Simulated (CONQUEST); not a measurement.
The system is Au.

```
Au
1.0
     2.87792    0.00000    0.00000
     0.00000    2.87792    0.00000
     0.00000    0.00000    4.07000
Au
2
Direct
  0.00000 0.00000 0.00000
  0.50000 0.50000 0.50000
```

| Property | Result |
| --- | --- |
| Program | CONQUEST 1.3 |
| Task | single point |
| Functional | PBE |
| Potentials or basis | PseudoDojo NC PBE, SZP, grid cutoff 120 Ha |
| k mesh | 9 × 9 × 7 |
| Occupations | fermi-dirac, width 0.05 eV |
| Spin | no spin polarisation |

On this cell: pressure 14.9 GPa; largest force zero by symmetry; band gap on the k mesh none (metal or under the smearing width).

The same run follows on a disturbed copy (atoms of the box moved at random, drawn with an rms of 0.05 Å):

```
Au
1.0
     2.87792    0.00000    0.00000
     0.00000    2.87792    0.00000
     0.00000    0.00000    4.07000
Au
2
Direct
  0.99110 0.99928 0.00684
  0.49616 0.49660 0.50360
```

**Question.** What changes?

**Answer.** The energy (extrapolated to zero smearing) moves by +1.2 meV/atom; pressure 15.1 GPa; largest force 0.175 eV/Å; band gap on the k mesh none (metal or under the smearing width).

Forces in eV/Å, atoms in the order of the input:
```
Au   0.067 -0.030 -0.159
Au  -0.047  0.040  0.133
```

The forces don't sum to zero, so they hold noise of the program's grid.

Caveats: the atomic basis is small; the basis of atomic orbitals isn't converged, which shifts pressures, moduli and gaps; the real-space grid breaks the cell's symmetry a little (some runs).
